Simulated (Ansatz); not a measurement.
CdSe: a sublattice moved along a line

These are results of DFT PBE, scalar-relativistic, plane waves, PAW (Ansatz), not measurements. Cutoff 420 eV, Γ-centred 10×10×10 k-points, Gaussian smearing of 0.05 eV. No spin polarisation. Energies are free energies at this smearing, counted from the undisturbed cell; pressure is positive in compression.

Zero of the scan (as given, not relaxed at this level; it stands at 1.3 GPa; this zinc-blende form isn't the usual structure):

```yaml
crystal:
  lattice:
    - [0.00000, 3.07027, 3.07027]
    - [3.07027, 0.00000, 3.07027]
    - [3.07027, 3.07027, 0.00000]
  atoms:
    - { symbol: Cd, position: [0.00000, 0.00000, 0.00000] }
    - { symbol: Se, position: [0.75000, 0.75000, 0.75000] }
```

Every Se atom is moved by x along the Cartesian unit vector (0.577, -0.577, -0.577); the cell and all other atoms stay fixed.

| x (Å) | ΔE (meV/cell) | force along x on the moved atoms (eV/Å) | pressure (GPa) | gap on the mesh (eV) |
| --- | --- | --- | --- | --- |
| -0.3000 | 134.3 | 0.71 | ? | ? |
| -0.2250 | 83.6 | 0.63 | 2.0 | 0.54 |
| -0.1500 | 41.1 | 0.49 | ? | ? |
| -0.0750 | 11.4 | 0.29 | 1.4 | 0.52 |
| 0.0000 | 0.0 | 0.00 | 1.3 | 0.55 |
| 0.0750 | 14.0 | -0.39 | 1.4 | 0.53 |
| 0.1500 | 62.5 | -0.92 | 1.8 | 0.52 |
| 0.2250 | 156.7 | -1.62 | 2.5 | 0.52 |
| 0.2625 | ? | -2.05 | ? | 0.53 |
| 0.3000 | 311.4 | -2.55 | 3.7 | 0.53 |

Give the withheld values.

pressure (GPa) at x (Å) = -0.3000: 2.4; gap on the mesh (eV) at x (Å) = -0.3000: 0.57; pressure (GPa) at x (Å) = -0.1500: 1.6; gap on the mesh (eV) at x (Å) = -0.1500: 0.52; ΔE (meV/cell) at x (Å) = 0.2625: 225.4; pressure (GPa) at x (Å) = 0.2625: 3.1.